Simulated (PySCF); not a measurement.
One molecule, a ladder of functionals, a line

Molecule: `FC(F)F`, CHF3.

Cartesian coordinates in Å; atom numbers follow the order of the lines, from 1:
```xyz
5

F     0.816    0.954   -0.358
C     0.016   -0.026    0.043
F     0.426   -1.162   -0.509
F    -1.216    0.231   -0.380
H     0.032   -0.108    1.143
```

GIAO shieldings (ppm, equivalent atoms averaged) in PySCF 2.14 on the PBE0-D3(BJ)/def2-SVP geometry, basis pcSseg-2, gas phase, non-relativistic:

| functional | exact exchange (%) | σ(F1/F3/F4) | σ(C2) |
| --- | --- | --- | --- |
| BLYP | 0 | 243.9 | 44.3 |
| BP86 | 0 | 247.8 | 49.2 |
| PBE | 0 | 245.7 | 49.0 |
| PBE0 | 25 | 264.0 | 58.6 |
| mPW1PW91 | 25 | 264.9 | 58.0 |
| BHandHLYP | 50 | 276.9 | 64.0 |
| HF | 100 | 303.4 | 83.0 |

Q: Fit each shielding as a line in the percentage of exact exchange.

A: σ(F1/F3/F4) = 247.3 + 0.58 x (rms 2.2 ppm); σ(C2) = 48.0 + 0.35 x (rms 1.8 ppm). The functionals also differ in their semilocal parts, which the line can't hold; Hartree–Fock has no correlation at all.

Q: What does the line predict for B3LYP (20 %), and what does the run give?

A: σ(F1/F3/F4): 258.9 predicted, 258.7 computed; σ(C2): 55.0 predicted, 52.4 computed ppm.
